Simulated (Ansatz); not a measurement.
# What a trial cell of Al relaxes into

These are results of Ansatz 0.2.0, DFT PBE, scalar-relativistic, plane waves, PAW, not measurements. Cutoff 420 eV, Gaussian smearing, Γ-centred meshes. Cell and atoms relax first on a coarse mesh and then on a finer one. In between, the cell is made exact in the group found at 0.06 Å. In metals the finer mesh still leaves noise of several meV/atom or more. The steps can't lower the symmetry of their start. No spin polarisation.

A trial structure of Al was built thus: 4-connected net of one element (I4_122, No. 98). Its size is a rough estimate.

```
Al
1.0
    -3.63301    3.63301    2.17254
     3.63301   -3.63301    2.17254
     3.63301    3.63301   -2.17254
Al
6
Cartesian
  0.0000 0.0000 2.1725
  3.6330 0.0000 1.0863
  1.8165 3.2710 1.6294
  -1.8165 3.9950 1.6294
  0.3620 1.8165 0.5431
  -0.3620 5.4495 0.5431
```

Energies count from the standard state of Al at the same level.

Task: Describe the relaxed structure.

Result: The symmetry goes from I4_122 (No. 98) to Fd-3m (No. 227). The volume per atom shrinks by 8.7 %, from 19.1 to 17.5 Å³. The shortest distance goes from 2.33 Å (Al–Al) to 2.65 Å (Al–Al). The energy falls by about 0.72 eV/atom (the start's value is from the coarse mesh). The end is written in a standard setting, so origin, axes and order of atoms can differ from the start's. Conventional cell: a = 7.484 Å. Around Al on a site of symmetry -43m lie 16 Al at 3.10–3.24 Å; Al on a site of symmetry -3m is surrounded by 6 Al at 2.65 Å and 6 Al at 3.10 Å.

```xyz
6
Lattice="0.0000 3.7418 3.7418 3.7418 0.0000 3.7418 3.7418 3.7418 0.0000" Properties=species:S:1:pos:R:3 pbc="T T T"
Al    3.7418    3.7418    3.7418
Al    5.6127    5.6127    5.6127
Al    2.8063    0.9354    2.8063
Al    0.9354    2.8063    2.8063
Al    0.9354    0.9354    0.9354
Al    2.8063    2.8063    0.9354
```

Task: How does it come out in energy, and is it a metal?

Result:

* Energy over the standard state: +0.16 eV/atom
* Gap on the 10×10×10 mesh of the 6-atom cell: 0 eV (a metal)

It lies above the standard state, so it could only be metastable.

The last run used Gaussian smearing of 0.10 eV. A structure relaxed within its symmetry needn't be a true minimum.
